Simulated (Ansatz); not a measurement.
# NaF (zincblende): gap against strain (uniaxial along x, other directions held)

Zincblende NaF, relaxed with r2SCAN in the PAW code Ansatz, then strained (uniaxial along x, other directions held; changes of length per length, axes as in the cell below) with the atoms relaxed again within the symmetry that is left. The symmetry is F-43m (No. 216, cubic); conventional cell a = 5.063 Å, 16.22 Å³ an atom. Na has 4 F at 2.19 Å; F has 4 Na at 2.19 Å. Values at 0 K without nuclear motion; spin polarisation is off, and the phase may be a hypothetical one.

```
Na F
1.0
     0.00000    2.53126    2.53126
     2.53126    0.00000    2.53126
     2.53126    2.53126    0.00000
Na F
1 1
Direct
  0.00000 0.00000 0.00000
  0.25000 0.25000 0.25000
```

Gaps are the least over each mesh (HSE06 6×6×6 when unstrained) and the special points, which keep their unstrained names; stress is the change from the unstrained cell, compression positive.

```tsv
strain (%)	gap, HSE06 (eV)	edges, HSE06	stress along the strain, r2SCAN (GPa)	energy rise, r2SCAN (meV/atom)
-4.95	7.832	Γ	–	–
-4.0	7.799	Γ	+1.61	3.3
0.0	7.664	Γ	0.00	0.0
+5.64	7.441	Γ–K (0.44) → Γ	–	–
```

Between zero and the nearest strains the slope of the HSE06 gap against strain is -0.034 eV per percent for negative and -0.040 for positive strain.

Where an edge lies off the special points, it is a point of the mesh or the k point where a search put PBE's edge or least direct gap, reused for the other functionals, whose own edges may lie a little apart.

The meshes of the hybrids are coarse, so their gaps aren't converged to the digits shown.
